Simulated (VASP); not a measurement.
# ZnS (P6_3mc) in VASP: a series of runs, part 2 of 2

VASP 6.6.1. The steps go on from the part before.

## 5. Single point, PBE exchange alone

This run uses another cell than the first one, of 19.60 Å³/atom.

INCAR

```
PREC     = Accurate       # precision mode
ENCUT    = 520            # plane-wave cutoff, eV
EDIFF    = 1E-6           # SCF threshold, eV
ISMEAR   = -1             # smearing method
SIGMA    = 0.05           # smearing width, eV
LREAL    = F              # projectors in reciprocal space
LASPH    = T              # aspherical terms in the spheres
NELM     = 100            # most SCF steps
ALGO     = Normal         # electronic algorithm
ISIF     = 2              # what is computed and relaxed
LWAVE    = F              # write WAVECAR
LCHARG   = T              # write CHGCAR
GGA      = PE             # functional
ALDAC    = 0.0          
AGGAC    = 0.0          
LELF     = T              # ELF
LVHAR    = T            
NBANDS   = 26             # bands
```

KPOINTS

```
Automatic mesh
0
Gamma
  8 8 5
```

POSCAR

```
ZnS
1.0
    3.8110000000      0.0000000000      0.0000000000
   -1.9055000000      3.3004228138      0.0000000000
    0.0000000000      0.0000000000      6.2340000000
Zn S
2 2
Direct
    0.6666666667      0.3333333333      0.5000000000
    0.3333333333      0.6666666667      0.0000000000
    0.6666666667      0.3333333333      0.8850000000
    0.3333333333      0.6666666667      0.3850000000
```

Launch:

```console
$ cat potpaw_PBE.64/Zn/POTCAR potpaw_PBE.64/S/POTCAR > POTCAR
$ mpirun -np 1 vasp_std > vasp.out
```

Run time: 1.8 min. Hardware: 1 thread of AMD EPYC 7R13, shared host; peak memory 0.18 GiB.

It converged, with:

```
Free energy            : -8.8312 eV
Pressure               : 13.1 GPa
Largest force          : 0.369 eV/Å
Band gap on the k mesh : 2.29 eV
```

Forces in eV/Å, atoms in the order of the input:
```
Zn   0.000  0.000  0.369
Zn   0.000  0.000  0.369
S    0.000  0.000 -0.369
S    0.000  0.000 -0.369
```

Stress tensor (GPa, compression positive):
```
13.85  0.00  0.00
 0.00 13.85  0.00
 0.00  0.00 11.50
```

Levels at points of the mesh, in eV from the valence-band top:
```
           k point  band 15  band 16  band 17  band 18  band 19  band 20  band 21  band 22
(0.00, 0.00, 0.00)    -0.84     0.00     0.00     0.00     2.29     3.03     6.33     6.33
(0.50, 0.00, 0.00)    -3.12    -2.23    -1.52    -0.97     3.68     4.29     5.29     7.20
```

Caveat: the cell stands under pressure.

## 6. Single point, RPBE

This run uses another cell than the first one, of 19.99 Å³/atom.

INCAR

```
SYSTEM = ZnS
PREC     = Accurate       ! precision mode
ENCUT    = 520            ! plane-wave cutoff, eV
EDIFF    = 1E-6           ! SCF threshold, eV
ISMEAR   = -1             ! smearing method
SIGMA    = 0.05           ! smearing width, eV
LREAL    = .False.        ! projectors in reciprocal space
LASPH    = .True.         ! aspherical terms in the spheres
NELM     = 80             ! most SCF steps
ALGO     = Normal         ! electronic algorithm
ISIF     = 2              ! what is computed and relaxed
LWAVE    = .False.        ! write WAVECAR
LCHARG   = .True.         ! write CHGCAR
GGA      = RP             ! functional
LELF     = .True.         ! ELF
LVHAR    = .True.       
NBANDS   = 26             ! bands
```

KPOINTS

```
regular mesh
0
Gamma
  8 8 5
  0 0 0
```

POSCAR

```
ZnS
1.0
    3.8362391461      0.0000000000      0.0000000000
   -1.9181195731      3.3222805555      0.0000000000
    0.0000000000      0.0000000000      6.2752859714
Zn S
2 2
Direct
    0.6666666667      0.3333333333      0.5000000000
    0.3333333333      0.6666666667      0.0000000000
    0.6666666667      0.3333333333      0.8850000000
    0.3333333333      0.6666666667      0.3850000000
```

Potentials or basis: VASP PAW PBE potentials, release 64 (Zn, S).

Launch:

```console
$ cat potpaw_PBE.64/Zn/POTCAR potpaw_PBE.64/S/POTCAR > POTCAR
$ mpirun -np 1 vasp_std > vasp.out
```

OUTCAR:

```text
SYSTEM = ZnS
   PREC = Accurate
   ENCUT = 520
   EDIFF = 1E-6
   ISMEAR = -1
   LREAL = .False.
   LASPH = .True.
   NELM = 80
   ISIF = 2
   GGA = RP

 ion  position               nearest neighbor table
   1  0.667  0.333  0.500-   4 2.33   4 2.33   4 2.33   3 2.42
   2  0.333  0.667  0.000-   3 2.33   3 2.33   3 2.33   4 2.42
   3  0.667  0.333  0.885-   2 2.33   2 2.33   2 2.33   1 2.42
   4  0.333  0.667  0.385-   1 2.33   1 2.33   1 2.33   2 2.42

  LATTYP: Found a hexagonal cell.
 ALAT       =     3.8362391461
 C/A-ratio  =     1.6357911310
[... 896 lines left out ...]
  --------------------------------------------------------------------------------------
  -------------------------------------------------------------------------------------
  Total        2.0670647      2.0670647      1.0982065     -0.0000000      0.0000000      0.0000000
  in kB       41.4084675     41.4084675     21.9998173     -0.0000000      0.0000000      0.0000000
  external PRESSURE =      34.9389175 kB  Pullay stress =       0.0000000 kB

 VOLUME and BASIS-vectors are now :
 -----------------------------------------------------------------------------
  energy-cutoff  :      520.00
  volume of cell :       79.98
      direct lattice vectors                 reciprocal lattice vectors
     3.836239146  0.000000000  0.000000000     0.260671966  0.150499030  0.000000000
    -1.918119573  3.322280555  0.000000000     0.000000000  0.300998059  0.000000000
     0.000000000  0.000000000  6.275285971     0.000000000  0.000000000  0.159355287

 POSITION                                       TOTAL-FORCE (eV/Angst)
 -----------------------------------------------------------------------------------
      1.91812      1.10743      3.13764        -0.000000     -0.000000      0.305314
     -0.00000      2.21485      0.00000         0.000000      0.000000      0.305314
      1.91812      1.10743      5.55363        -0.000000      0.000000     -0.305314
     -0.00000      2.21485      2.41599         0.000000      0.000000     -0.305314
 -----------------------------------------------------------------------------------
    total drift:                               -0.000000     -0.000000      0.000406

  FREE ENERGIE OF THE ION-ELECTRON SYSTEM (eV)
  ---------------------------------------------------
  free  energy   TOTEN  =       -12.3412292559 eV

  energy  without entropy=      -12.3412292559  energy(sigma->0) =      -12.34122926
```

stdout:

```text
POSCAR found type information on POSCAR ZnS
 POSCAR found :  2 types and       4 ions
 scaLAPACK will be used
 -----------------------------------------------------------------------------
|                                                                             |
|                                                                             |
|     You enforced a specific xc type in the INCAR file but a different       |
|     I HOPE YOU KNOW WHAT YOU ARE DOING!                                     |
|                                                                             |
 -----------------------------------------------------------------------------

 LDA part: xc-table for (Slater+PW92), standard interpolation
 POSCAR, INCAR and KPOINTS ok, starting setup
 FFT: planning ... GRIDC
 FFT: planning ... GRID_SOFT
 FFT: planning ... GRID
 WAVECAR not read
 entering main loop
```

It took 2 min on 1 thread of AMD EPYC 7R13, shared host; peak memory 0.19 GiB.

What came out:

| Item | Value |
| --- | --- |
| Free energy | -12.3412 eV |
| Pressure | 3.5 GPa |
| Largest force | 0.305 eV/Å |
| Band gap on the k mesh | 2.33 eV |

Forces on the atoms (eV/Å):
```
Zn   0.000  0.000  0.305
Zn   0.000  0.000  0.305
S    0.000  0.000 -0.305
S    0.000  0.000 -0.305
```

Stress tensor (GPa, compression positive):
```
4.14 0.00 0.00
0.00 4.14 0.00
0.00 0.00 2.20
```

Levels at points of the mesh, in eV from the valence-band top:
```
           k point  band 16  band 17  band 18  band 19  band 20  band 21
(0.00, 0.00, 0.00)    -0.01    -0.01     0.00     2.33     3.08     6.37
(0.50, 0.00, 0.00)    -2.17    -1.48    -0.95     3.75     4.32     5.32
```

Caveat: the cell stands under pressure; the PAW data sets were made with another functional, which shifts forces and pressure a little.

## 7. Overview

| level | cell | gap on the mesh (eV) | pressure (GPa) | largest force (eV/Å) |
| --- | --- | --- | --- | --- |
| RPBE | a = 3.759, b = 3.759, c = 6.150 Å, angles 90.0, 90.0, 120.0°, 4 atoms, atomic positions A | 2.62 | 8.8 | 0.38 |
| RPBE | a = 3.785, b = 3.785, c = 6.192 Å, angles 90.0, 90.0, 120.0°, 4 atoms, atomic positions A | 2.52 | 6.8 | 0.35 |
| BLYP+D3(BJ) | a = 3.798, b = 3.798, c = 6.260 Å, angles 90.0, 90.0, 120.0°, 4 atoms, atomic positions B | 2.22 | 0.1 | - |
| PBE exchange alone | a = 3.811, b = 3.811, c = 6.234 Å, angles 90.0, 90.0, 120.0°, 4 atoms, atomic positions A | 2.29 | 13.1 | 0.37 |
| RPBE | a = 3.836, b = 3.836, c = 6.275 Å, angles 90.0, 90.0, 120.0°, 4 atoms, atomic positions A | 2.33 | 3.5 | 0.31 |

Alike in all rows: task single point; potentials or basis VASP PAW PBE potentials, release 64 (Zn, S); no spin polarisation; k mesh 8 × 8 × 5; cutoff (eV) 520; smearing fermi-dirac 0.05 eV.

Caveats: the cell stands under pressure (at least some runs); the PAW data sets were made with another functional, which shifts forces and pressure a little (at least some runs).

Total energies depend on the potentials used, so only differences within one code and one set of settings carry meaning.

## 8. Comparison with measurements

Step 4. Measured gap of ZnS: 3.911 eV (direct; 4 K; a printed reference work, monograph). This calculation gives 2.22 eV (-1.69 eV). The value is that of BLYP+D3(BJ), without temperature or zero-point motion. Semilocal functionals fall short of measured gaps as a rule.
